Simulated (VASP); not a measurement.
A VASP 6.6.1 single-point calculation on PbS

INCAR

```
NELM = 57
ENCUT = 520
GGA = PE
EDIFF = 1E-7
ISIF = 2
SGIMA = 0.02
LREAL = .FALSE.
LCHARG = .FALSE.
NSW = 0
IBRION = -1
LASPH = .TRUE.
NBANDS = 17
PREC = Accurate
LWAVE = .FALSE.
ISMEAR = -1
```

KPOINTS

```
KPOINTS created by Atomic Simulation Environment
0
Gamma
8 8 8
0 0 0
```

POSCAR

```
Pb S
 1.0000000000000000
     0.0000000000000000    3.0171050030000002    2.9795134130999998
     3.0171050030000002    0.0000000000000000    2.9795134130999998
     3.0171050030000002    3.0171050030000002    0.0000000000000000
 Pb  S
   1   1
Cartesian
  0.0000000000000000  0.0000000000000000  0.0000000000000000
  3.0171050030000002  3.0171050030000002  2.9795134130999994
```

The recommended PBE PAW datasets give the neutral cell 20 valence electrons.

Command

```
mpirun -np 1 vasp_std
```

Task: How does this run end, and what does it give?

Result: It converged. Results: gap between bands v and c on the k mesh 0.50 eV; least direct gap on the k mesh 0.50 eV; pressure -0.1 GPa. Band v is the last that the valence electrons fill when counted band by band, and c is the next.

OSZICAR

```
N       E                     dE             d eps       ncg     rms          rms(c)
DAV:   1     0.155585965876E+03    0.15559E+03   -0.95733E+03  2006   0.122E+03
DAV:   2     0.290072929097E+01   -0.15269E+03   -0.14732E+03  2176   0.314E+02
DAV:   3    -0.897441438209E+01   -0.11875E+02   -0.11768E+02  2574   0.914E+01
DAV:   4    -0.927605949710E+01   -0.30165E+00   -0.30116E+00  2520   0.158E+01
DAV:   5    -0.928712609365E+01   -0.11067E-01   -0.11065E-01  2972   0.304E+00    0.438E+00
DAV:   6    -0.876598807139E+01    0.52114E+00   -0.15229E+00  3119   0.802E+00    0.310E+00
DAV:   7    -0.876804987687E+01   -0.20618E-02   -0.14600E-01  2405   0.188E+00    0.183E+00
DAV:   8    -0.877177485133E+01   -0.37250E-02   -0.17777E-02  2426   0.138E+00    0.329E-01
DAV:   9    -0.877112525293E+01    0.64960E-03   -0.41555E-03  3194   0.523E-01    0.911E-02
DAV:  10    -0.877134177480E+01   -0.21652E-03   -0.42716E-04  2362   0.115E-01    0.657E-02
DAV:  11    -0.877134856161E+01   -0.67868E-05   -0.54222E-05  2825   0.778E-02    0.141E-02
DAV:  12    -0.877134944892E+01   -0.88731E-06   -0.41738E-06  2634   0.224E-02    0.472E-03
DAV:  13    -0.877134941130E+01    0.37623E-07   -0.26815E-07  2689   0.498E-03
   1 F= -.87713494E+01 E0= -.87646723E+01  d E =-.133542E-01
```

One setting is odd (misspelt tag), but here it hardly changes the result.

On sound settings PBE gives a gap of 0.50 eV on its mesh and a pressure of -0.1 GPa for the intended cell. This run's energy (σ→0) differs from it by 2 meV an atom.
